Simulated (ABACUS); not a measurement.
# GaP (F-43m) in ABACUS: further runs

One crystal, GaP, is run at these levels: revTPSS; tasks: band structure, equation of state.

Program: ABACUS 3.10.1. These are calculated values, not measurements. Logs are shortened: lines on timing, memory, paths and dates and some standing lists are left out, and cuts for length are marked.

**Experimental background.**

“Stacking defects in GaP nanowires: Electronic structure and optical properties”, 2018, arxiv:1810.01194 quotes, for a bulk crystal of GaP at 10 K: band gap 2.34 eV (indirect).

The runs below are set against these values where they give the same quantity.

## 1. The crystal as given

The structure is cubic, space group F-43m (No. 216). Conventional cell: a = 5.451 Å, b = 5.451 Å, c = 5.451 Å, α = 90.00°, β = 90.00°, γ = 90.00°. Ga (site symmetry -43m) has 4 P at 2.36 Å as nearest neighbours. P (site symmetry -43m) has 4 Ga at 2.36 Å as nearest neighbours.

## 2. Band structure, revTPSS

INPUT reads:

```
INPUT_PARAMETERS
suffix              GaP
calculation         nscf
basis_type          pw
pseudo_dir          ./
symmetry            -1
dft_functional      MGGA_X_REVTPSS+MGGA_C_REVTPSS
ecutwfc             94.0
pseudo_rcut         10
nspin               1
nbands              19
ks_solver           dav
smearing_method     fd
smearing_sigma      0.00367493
scf_thr             1e-08
scf_nmax            100
mixing_type         broyden
mixing_beta         0.7
mixing_tau          1
init_chg            file
pw_diag_thr         1e-07
out_band            1
kpar                4
```

STRU reads:

```
ATOMIC_SPECIES
Ga 69.7230 Ga_ONCV_PBE-1.2.upf
P 30.9738 P_ONCV_PBE-1.2.upf

LATTICE_CONSTANT
1.8897261246

LATTICE_VECTORS
0.0000000000 2.7252500000 2.7252500000
2.7252500000 0.0000000000 2.7252500000
2.7252500000 2.7252500000 0.0000000000

ATOMIC_POSITIONS
Cartesian

Ga
0.0
1
0.0000000000 0.0000000000 0.0000000000 1 1 1

P
0.0
1
4.0878750000 4.0878750000 4.0878750000 1 1 1
```

KPT reads:

```
K_POINTS
12
Line
0.00000000 0.00000000 0.00000000 10 // G
0.50000000 0.00000000 0.50000000 10 // X
0.50000000 0.25000000 0.75000000 10 // W
0.37500000 0.37500000 0.75000000 10 // K
0.00000000 0.00000000 0.00000000 10 // G
0.50000000 0.50000000 0.50000000 10 // L
0.62500000 0.25000000 0.62500000 10 // U
0.50000000 0.25000000 0.75000000 10 // W
0.50000000 0.50000000 0.50000000 10 // L
0.37500000 0.37500000 0.75000000 1 // K
0.62500000 0.25000000 0.62500000 10 // U
0.50000000 0.00000000 0.50000000 1 // X
```

Potentials or basis: SG15 ONCV 1.2 PBE, plane waves.

Started as:

```console
$ OMP_NUM_THREADS=1 mpirun -np 4 abacus > log
```

running log:

```text
ABACUS v3.10.1

               Atomic-orbital Based Ab-initio Computation at UStc

 ------------------------------------------------------------------------------------

 READING GENERAL INFORMATION
                           global_out_dir = OUT.GaP/
                           global_in_card = INPUT
                               pseudo_dir = ./
                              orbital_dir =
                                    DSIZE = 4
                                    GSIZE = 1

 READING UNITCELL INFORMATION
                                    ntype = 2
                  lattice constant (Bohr) = 1.88973
              lattice constant (Angstrom) = 1

 READING ATOM TYPE 1
                               atom label = Ga
                      L=0, number of zeta = 1
                      L=1, number of zeta = 1
                      L=2, number of zeta = 1
             number of atom for this type = 1

 READING ATOM TYPE 2
                               atom label = P
                      L=0, number of zeta = 1
                      L=1, number of zeta = 1
                      L=2, number of zeta = 1
             number of atom for this type = 1

                        TOTAL ATOM NUMBER = 2
CARTESIAN COORDINATES ( UNIT =       1.889726124600 Bohr ).
    atom                   x                   y                   z     mag                  vx                  vy                  vz
tauc_Ga1            0.0000000000        0.0000000000        0.0000000000  0.0000        0.0000000000        0.0000000000        0.0000000000
tauc_P1            4.0878750000        4.0878750000        4.0878750000  0.0000        0.0000000000        0.0000000000        0.0000000000

                          Volume (Bohr^3) = 273.178
                             Volume (A^3) = 40.4807

 Lattice vectors: (Cartesian coordinate: in unit of a_0)
                   +0            +2.72525            +2.72525
             +2.72525                  +0            +2.72525
             +2.72525            +2.72525                  +0
 Reciprocal vectors: (Cartesian coordinate: in unit of 2 pi/a_0)
            -0.183469           +0.183469           +0.183469
            +0.183469           -0.183469           +0.183469
            +0.183469           +0.183469           -0.183469
 The esolver type has been set to : ksdft_pw

                PAO radial cut off (Bohr) = 10

 Read in pseudopotential file is Ga_ONCV_PBE-1.2.upf
                     pseudopotential type = NC
          exchange-correlation functional = PBE
                 nonlocal core correction = 0
                        valence electrons = 13
                                     lmax = 2
                           number of zeta = 0
                     number of projectors = 6
                           L of projector = 0
                           L of projector = 0
                           L of projector = 1
                           L of projector = 1
                           L of projector = 2
                           L of projector = 2
 XC functional updated to : MGGA_X_REVTPSS+MGGA_C_REVTPSS
[... 66 lines left out ...]
                                   nkstot = 102
K-POINTS DIRECT COORDINATES
 KPOINTS    DIRECT_X    DIRECT_Y    DIRECT_Z  WEIGHT
       1  0.00000000  0.00000000  0.00000000  1.0000
       2  0.05000000  0.00000000  0.05000000  1.0000
       3  0.10000000  0.00000000  0.10000000  1.0000
       4  0.15000000  0.00000000  0.15000000  1.0000
       5  0.20000000  0.00000000  0.20000000  1.0000
       6  0.25000000  0.00000000  0.25000000  1.0000
[... 22 lines left out ...]
      29  0.40000000  0.35000000  0.75000000  1.0000
      30  0.38750000  0.36250000  0.75000000  1.0000
[... 72 further k points ...]

           k-point number in this process = 26
       minimum distributed K point number = 25

[... K-POINTS CARTESIAN COORDINATES: 26 rows ...]

[... K-POINTS DIRECT COORDINATES: 26 rows ...]

 SETUP PLANE WAVES FOR WAVE FUNCTIONS
     energy cutoff for wavefunc (unit:Ry) = 94
              fft grid for wave functions = [ 45, 45, 45 ]
                    number of plane waves = 5065
                         number of sticks = 385

 PARALLEL PW FOR WAVE FUNCTIONS
     PROC   COLUMNS(POT)             PW
        1            385           5065
 --------------- sum -------------------
        1            385           5065

 SETUP NONLOCAL PSEUDOPOTENTIALS IN PLANE WAVE BASIS
 Ga non-local projectors:
 projector 1 L=0
 projector 2 L=0
 projector 3 L=1
 projector 4 L=1
 projector 5 L=2
 projector 6 L=2
 P non-local projectors:
 projector 1 L=0
 projector 2 L=0
 projector 3 L=1
 projector 4 L=1
      TOTAL NUMBER OF NONLOCAL PROJECTORS = 26

 Init Non-Local PseudoPotential table :
 Init Non-Local-Pseudopotential done.

                                     npwx = 4279

 -------------------------------------------
 NONSELF-CONSISTENT
 -------------------------------------------
                                 init_chg = file
 try to read charge from file
 Read in the charge density: OUT.GaP//GaP-CHARGE-DENSITY.restart
 try to read kinetic energy density from file
 Read in the kinetic energy density: OUT.GaP//GaP-TAU-DENSITY.restart

 PW ALGORITHM --------------- ION=   1  ELEC=   1--------------------------------
 k(1/102) Iter steps (avg)=12 threshold=1e-07
 k(2/102) Iter steps (avg)=12 threshold=1e-07
 k(3/102) Iter steps (avg)=13 threshold=1e-07
 k(4/102) Iter steps (avg)=13 threshold=1e-07
 k(5/102) Iter steps (avg)=13 threshold=1e-07
 k(6/102) Iter steps (avg)=14 threshold=1e-07
 k(7/102) Iter steps (avg)=16 threshold=1e-07
 k(8/102) Iter steps (avg)=16 threshold=1e-07
 k(9/102) Iter steps (avg)=18 threshold=1e-07
 k(10/102) Iter steps (avg)=20 threshold=1e-07
[... 6 lines left out ...]
 k(17/102) Iter steps (avg)=18 threshold=1e-07
 k(18/102) Iter steps (avg)=24 threshold=1e-07
 k(19/102) Iter steps (avg)=20 threshold=1e-07
 k(20/102) Iter steps (avg)=19 threshold=1e-07
 k(21/102) Iter steps (avg)=18 threshold=1e-07
 k(22/102) Iter steps (avg)=20 threshold=1e-07
 k(23/102) Iter steps (avg)=20 threshold=1e-07
 k(24/102) Iter steps (avg)=22 threshold=1e-07
 k(25/102) Iter steps (avg)=16 threshold=1e-07
 k(26/102) Iter steps (avg)=18 threshold=1e-07
[... levels at 26 k points of this process ...]

 Density error is 0.00000000000
                          Error Threshold = 1.00000000000e-07
----------------------------------------------------------
     Energy           Rydberg                 eV
----------------------------------------------------------
 E_KohnSham     -144.0864556981      -1960.3968021188
 E_KS(sigma->0) -144.0864556968      -1960.3968021012
 E_Harris       -144.0864556981      -1960.3968021188
 E_band         -3.4817183976        -47.3712090392
 E_one_elec     -77.3802415574       -1052.8121977969
 E_Hartree      50.7193275690        690.0718536674
 E_xc           -20.9479178191       -285.0110435752
 E_Ewald        -96.4776238881       -1312.6454143789
 E_entropy(-TS) -0.0000000026        -0.0000000352
 E_descf        0.0000000000         0.0000000000
 E_exx          0.0000000000         0.0000000000
 E_Fermi        0.6212234674         8.4521788883
----------------------------------------------------------

 charge density convergence is achieved
 final etot is -1960.3968021 eV
 EFERMI = 8.4521788883 eV

 STATE ENERGY(eV) AND OCCUPATIONS    NSPIN == 1
 1/26 kpoint (Cartesian) = 0.0000 0.0000 0.0000 (4279 pws)
       1       -6.72279      0.0196078
       2       -6.72279      0.0196078
       3       -6.72279      0.0196078
       4       -6.62056      0.0196078
       5       -6.62056      0.0196078
       6       -5.06871      0.0196078
[... 104 lines left out ...]
       6       -3.99943      0.0196078
[... 11 lines left out ...]
      18        22.4410        0.00000
      19        22.5026        0.00000

[... levels at 20 further k points ...]

 --------------------------------------------
 !FINAL_ETOT_IS -1960.396802118837 eV
 --------------------------------------------

 Output bands in file: OUT.GaP/BANDS_1.dat
```

stdout:

```text
ABACUS v3.10.1

               Atomic-orbital Based Ab-initio Computation at UStc

 dft_functional readin is: MGGA_X_REVTPSS+MGGA_C_REVTPSS
 dft_functional in pseudopot file is: PBE
[... 22 lines left out ...]
 ELEMENT NATOM       XC
 Ga      1
 P       1
 ---------------------------------------------------------
 Initial plane wave basis and FFT box
 ---------------------------------------------------------
 -------------------------------------------
 NONSELF-CONSISTENT :
 -------------------------------------------
 START CHARGE      : file
 ITER       ETOT/eV          EDIFF/eV         DRHO         DKIN     TIME/s
 DA1     -1.96039680e+03   0.00000000e+00   0.0000e+00   0.0000e+00  39.19
```

Run time: 41 s. Hardware: 4 MPI ranks of AMD EPYC 7R43 (Zen 3), shared host; peak memory 0.48 GiB.

What came out:

* Band gap along the path: 1.55 eV, indirect (least direct gap 1.95 eV)

Levels at the corners of the path, in eV from the Fermi level:
| point | band 7 | band 8 | band 9 | band 10 | band 11 | band 12 |
| --- | --- | --- | --- | --- | --- | --- |
| Γ | -0.77 | -0.77 | -0.77 | 1.19 | 3.23 | 3.23 |
| X | -7.60 | -3.51 | -3.51 | 0.81 | 1.07 | 10.10 |
| W | -7.38 | -4.44 | -4.29 | 3.91 | 4.27 | 5.42 |
| K | -7.38 | -4.82 | -3.07 | 1.41 | 4.10 | 7.62 |
| Γ | -0.77 | -0.77 | -0.77 | 1.19 | 3.23 | 3.23 |
| L | -7.52 | -1.91 | -1.91 | 0.98 | 4.04 | 4.04 |
| U | -7.38 | -4.82 | -3.07 | 1.41 | 4.10 | 7.62 |
| W | -7.38 | -4.44 | -4.29 | 3.91 | 4.27 | 5.42 |
| L | -7.52 | -1.91 | -1.91 | 0.98 | 4.04 | 4.04 |
| K | -7.38 | -4.82 | -3.07 | 1.41 | 4.10 | 7.62 |
| U | -7.38 | -4.82 | -3.07 | 1.41 | 4.10 | 7.62 |
| X | -7.60 | -3.51 | -3.51 | 0.81 | 1.07 | 10.10 |

Caveat: the density is read from an earlier self-consistent run, whose mesh may be coarse; the potentials were made for another functional, which shifts forces and pressure.

## 3. Equation of state, revTPSS, 19.03 Å³/atom (volume scaled by 0.94)

INPUT reads:

```
INPUT_PARAMETERS
suffix              GaP
calculation         scf
basis_type          pw
pseudo_dir          ./
latname             fcc
symmetry            1
dft_functional      MGGA_X_REVTPSS+MGGA_C_REVTPSS
ecutwfc             94
pseudo_rcut         10
nspin               1
nbands              13
ks_solver           dav
smearing_method     fd
smearing_sigma      0.00367493
scf_thr             1e-08
scf_nmax            100
mixing_type         broyden
mixing_beta         0.7
cal_force           1
cal_stress          1
mixing_tau          1
kpar                4
```

STRU reads:

```
ATOMIC_SPECIES
Ga 69.7230 Ga_ONCV_PBE-1.2.upf
P 30.9738 P_ONCV_PBE-1.2.upf

LATTICE_CONSTANT
10.0896901371

ATOMIC_POSITIONS
Direct

Ga
0.0
1
0.0000000000 0.0000000000 0.0000000000 1 1 1

P
0.0
1
0.2500000000 0.2500000000 0.2500000000 1 1 1
```

KPT reads:

```
K_POINTS
0
Gamma
5 5 5 0 0 0
```

Potentials or basis: SG15 ONCV 1.2 PBE, plane waves.

Started as:

```console
$ OMP_NUM_THREADS=1 mpirun -np 4 abacus > log
```

It took 13 s on 4 MPI ranks of AMD EPYC 7R43 (Zen 3), shared host; peak memory 0.4 GiB.

It converged, with:

* Free energy: -1960.0561 eV
* Pressure: 6.5 GPa
* Band gap on the k mesh: 1.44 eV, indirect (least direct gap 2.46 eV)

Caveat: the potentials were made for another functional, which shifts forces and pressure; an odd mesh through Γ misses points on the zone boundary, where band edges often lie.

## 4. Equation of state, revTPSS, 19.84 Å³/atom (volume scaled by 0.98)

INPUT is that of step 3.

STRU: that of step 3 with these lines changed.

```diff
@@ -5,3 +5,3 @@
 LATTICE_CONSTANT
-10.0896901371
+10.2308229630
```

KPT is that of step 3.

Started as:

```console
$ OMP_NUM_THREADS=1 mpirun -np 4 abacus > log
```

Run time: 12 s. Hardware: 4 MPI ranks of AMD EPYC 7R43 (Zen 3), shared host; peak memory 0.4 GiB.

The run converged. Its results:

* Free energy: -1960.1063 eV
* Pressure: 2.3 GPa
* Band gap on the k mesh: 1.53 eV, indirect (least direct gap 2.12 eV)

Caveat: the potentials were made for another functional, which shifts forces and pressure; an odd mesh through Γ misses points on the zone boundary, where band edges often lie.

## 5. Equation of state, revTPSS, 20.65 Å³/atom (volume scaled by 1.02)

INPUT is that of step 4.

STRU: that of step 4 with these lines changed.

```diff
@@ -5,3 +5,3 @@
 LATTICE_CONSTANT
-10.2308229630
+10.3681658343
```

KPT is that of step 4.

Started as:

```console
$ OMP_NUM_THREADS=1 mpirun -np 4 abacus > log
```

Wall time 12 s (4 MPI ranks of AMD EPYC 7R43 (Zen 3), shared host); peak memory 0.4 GiB.

It converged, with:

```yaml
Free_energy: -1960.1176 eV
Pressure: -1.1 GPa
Band_gap_on_the_k_mesh: 1.60 eV, indirect (least direct gap 1.79 eV)
```

Caveat: the potentials were made for another functional, which shifts forces and pressure; an odd mesh through Γ misses points on the zone boundary, where band edges often lie.

## 6. Equation of state, revTPSS, 21.45 Å³/atom (volume scaled by 1.06)

INPUT is that of step 5.

STRU: that of step 5 with these lines changed.

```diff
@@ -5,3 +5,3 @@
 LATTICE_CONSTANT
-10.3681658343
+10.5019633765
```

KPT is that of step 5.

Potentials or basis: SG15 ONCV 1.2 PBE, plane waves.

Started as:

```console
$ OMP_NUM_THREADS=1 mpirun -np 4 abacus > log
```

It took 13 s on 4 MPI ranks of AMD EPYC 7R43 (Zen 3), shared host; peak memory 0.4 GiB.

It converged, with:

```
Free energy            : -1960.0980 eV
Pressure               : -3.9 GPa
Band gap on the k mesh : 1.48 eV, direct
```

Caveat: the potentials were made for another functional, which shifts forces and pressure; an odd mesh through Γ misses points on the zone boundary, where band edges often lie.

## 7. Equation of state, revTPSS

No new run: the results of the series are fitted here.

Results:

| Item | Value |
| --- | --- |
| Equilibrium volume | 20.51 Å³/atom |
| Bulk modulus | 80 GPa |
| Pressure derivative of the bulk modulus | 4.8 (rough: it moves with the points fitted) |

Energy against volume, from the lowest point:
| volume (Å³/atom) | energy (meV/atom) |
| --- | --- |
| 19.026 | 30.77 |
| 19.836 | 5.66 |
| 20.645 | 0.00 |
| 21.455 | 9.80 |

Caveat: the k mesh is coarse (spacing up to 0.40 Å⁻¹), so the values aren't converged; the potentials were made for another functional, which shifts forces and pressure. Zero-point motion and thermal expansion aren't in these numbers.

## 8. Comparison with measurements

Step 2. Against the measured gap of GaP, 2.34 eV (indirect; 10 K; quoted in “Stacking defects in GaP nanowires: Electronic structure and optical properties”, 2018, arxiv:1810.01194), the calculated 1.55 eV is off by -0.79 eV. Spin-orbit coupling on Ga is left out. The value is that of revTPSS, without temperature or zero-point motion.
